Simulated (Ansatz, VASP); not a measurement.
Two plane-wave programs on Sn

```
Sn
1.0
     0.00000    3.21164    3.21164
     3.21164    0.00000    3.21164
     3.21164    3.21164    0.00000
Sn
2
Direct
  0.75000 0.75000 0.75000
  0.50000 0.50000 0.50000
```

Change from the starting cell: volume scaled by 0.98.

Alike in both runs: task single point; functional PBE; k mesh 7 × 7 × 7; occupations fermi-dirac, width 0.05 eV; no spin polarisation.

```csv
,VASP,Ansatz
version,VASP 6.6.1,Ansatz 0.2.0
potentials or method,"VASP PAW PBE potentials, release 64 (Sn_d)",Ansatz PAW
plane-wave cutoff (eV),520,420
valence electrons in the cell,28,28
```

|  | VASP | Ansatz | Ansatz less VASP |
| --- | --- | --- | --- |
| gap on the k mesh at the Fermi level (eV) | none | none | - |
| pressure (GPa) | 4.9 | 5.0 | +0.06 |

A gap of «none» marks a metal or a gap that the smearing closes.
